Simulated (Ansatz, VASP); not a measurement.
**MgH in VASP and in Ansatz**

```
Mg H
1.0
     2.97562    0.00000    0.00000
     0.00000    2.97562    0.00000
     0.00000    0.00000    3.18554
Mg H
1 1
Cartesian
  1.4878 1.4878 0.0000
  0.0000 0.0000 0.0000
```

Alike in both runs: functional PBE; k mesh 6 × 6 × 6; occupations gaussian, width 0.1 eV; no spin polarisation.

Ansatz relaxed the structure, and its values are those at the end. VASP's run is a single point on that final structure, the one shown.

```csv
,VASP,Ansatz
version,VASP 6.6.1,Ansatz 0.2.0
potentials or method,"VASP PAW PBE potentials, release 64 (Mg, H)","scalar-relativistic, plane waves, PAW"
plane-wave cutoff (eV),520,420
valence electrons in the cell,3,11
```

|  | VASP | Ansatz | Ansatz less VASP |
| --- | --- | --- | --- |
| gap on the k mesh at the Fermi level (eV) | none | none | - |
| pressure (GPa) | -0.1 | 0.1 | +0.18 |

A gap of «none» marks a metal or a gap that the smearing closes. The functional is the same, so the differences come from potentials, cutoffs and numerics. The two sets of potentials don't hold the same shells in valence.
